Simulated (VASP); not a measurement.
**A VASP 6.6.1 single-point calculation on NaCl**

INCAR

```
NELMIN = 8
LREAL = .FALSE.
NSW = 0
ISMEAR = -1
ENCUT = 520
LWAVE = .FALSE.
NELM = 120
ISIF = 2
NBANDS = 14
GGA = PS
LASPH = .TRUE.
PREC = Accurate
LCHARG = .FALSE.
SIGMA = 0.02
EDIFF = 1E-7
IBRION = -1
```

KPOINTS

```
KPOINTS created by Atomic Simulation Environment
0
Gamma
6 6 6
0 0 0
```

POSCAR

```
Na Cl
 1.0000000000000000
     0.0343000000000000    2.7231999999999998    2.7486000000000002
     2.7909000000000002   -0.0495000000000000    2.8325000000000000
     2.7538000000000000    2.7698999999999998   -0.0124000000000000
 Na  Cl
   1   1
Cartesian
  2.8412866300000004  2.6905359899999999  5.5684366500000007
  2.7871451999999999  2.6755720699999999  2.7498996600000001
```

The recommended PBE PAW datasets give the neutral cell 14 valence electrons.

Command

```
mpirun -np 1 vasp_std
```

Task: Predict the outcome of this run.

Result: It converged. Results: gap between bands v and c on the k mesh 5.03 eV; least direct gap on the k mesh 5.03 eV; pressure 0.9 GPa; largest force 0.12 eV/Å. Band v is the last that the valence electrons fill when counted band by band, and c is the next.

OSZICAR

```
N       E                     dE             d eps       ncg     rms          rms(c)
DAV:   1     0.990202719303E+02    0.99020E+02   -0.70212E+03  3142   0.104E+03
DAV:   2     0.998768678363E+00   -0.98022E+02   -0.90334E+02  3468   0.272E+02
DAV:   3    -0.701731385459E+01   -0.80161E+01   -0.79657E+01  4024   0.721E+01
DAV:   4    -0.714354213408E+01   -0.12623E+00   -0.12617E+00  3790   0.974E+00
DAV:   5    -0.714627372044E+01   -0.27316E-02   -0.27314E-02  3978   0.146E+00    0.194E+00
DAV:   6    -0.699459854475E+01    0.15168E+00   -0.24203E-01  3964   0.353E+00    0.139E+00
DAV:   7    -0.698376146414E+01    0.10837E-01   -0.62136E-02  4336   0.167E+00    0.940E-01
DAV:   8    -0.698697031630E+01   -0.32089E-02   -0.74041E-03  3568   0.793E-01    0.293E-01
DAV:   9    -0.698685484848E+01    0.11547E-03   -0.21091E-04  4042   0.112E-01    0.167E-01
DAV:  10    -0.698688660823E+01   -0.31760E-04   -0.22781E-04  3754   0.104E-01    0.478E-02
DAV:  11    -0.698687984716E+01    0.67611E-05   -0.14536E-05  4000   0.313E-02    0.143E-02
DAV:  12    -0.698687953400E+01    0.31316E-06   -0.18819E-06  3718   0.982E-03    0.109E-03
DAV:  13    -0.698687973129E+01   -0.19728E-06   -0.76904E-08  3934   0.197E-03    0.147E-03
DAV:  14    -0.698687966975E+01    0.61537E-07   -0.21859E-08  2378   0.118E-03
   1 F= -.69868797E+01 E0= -.69868797E+01  d E =-.380818E-11
```

For comparison, a separate PBEsol run of the intended cell, on usual settings and not on those above, gives a gap of 5.03 eV on its mesh and a pressure of 0.9 GPa.
